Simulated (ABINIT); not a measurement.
Here is an ABINIT 10.8.3 (patched build) calculation.

File run.abi:

```
pp_dirpath "./"
pseudos "Fe.GGA_PBE-JTH.xml"

acell 3*1.0 Angstrom
rprim
     0.0000000000     1.9417396906     1.9651051623
     1.4984397099     0.0000000000     1.9651051623
     1.4984397099     1.9417396906     0.0000000000
ntypat 1
znucl 26
natom 1
typat 1
xred
     0.0000000000     0.0000000000     0.0000000000
chkprim 0
chksymtnons 0
tolsym 1.0e-6

ecut 707.496042 eV
pawecutdg 48.0
pawxcdev 0

kptopt 1
ngkpt 13 13 13
nshiftk 1
shiftk 0.0 0.0 0.0

ixc 11

nband 13
occopt 3
tsmear 0.00183747

nsppol 2
spinat
     0.0000000000     0.0000000000     3.0000000000

nstep 100
tolvrs 1.0e-9

iomode 3
prtwf 0
prteig 0
prtebands 0
prtden 1
prtvha 1
prtvclmb 1
prtpot 1
```

Potentials or basis: JTH PAW PBE v2.0.

The run is started by

```console
$ abinit run.abi > log 2>&1
```

**Question.** What does it give for the site moments?

**Answer.** Fe +2.23 μB.

**Question.** What does it give for the net moment?

**Answer.** 2.17 μB per cell.

Stress tensor (GPa, compression positive):
```
-7.09  0.00  0.00
 0.00  1.55  0.00
 0.00  0.00  0.05
```
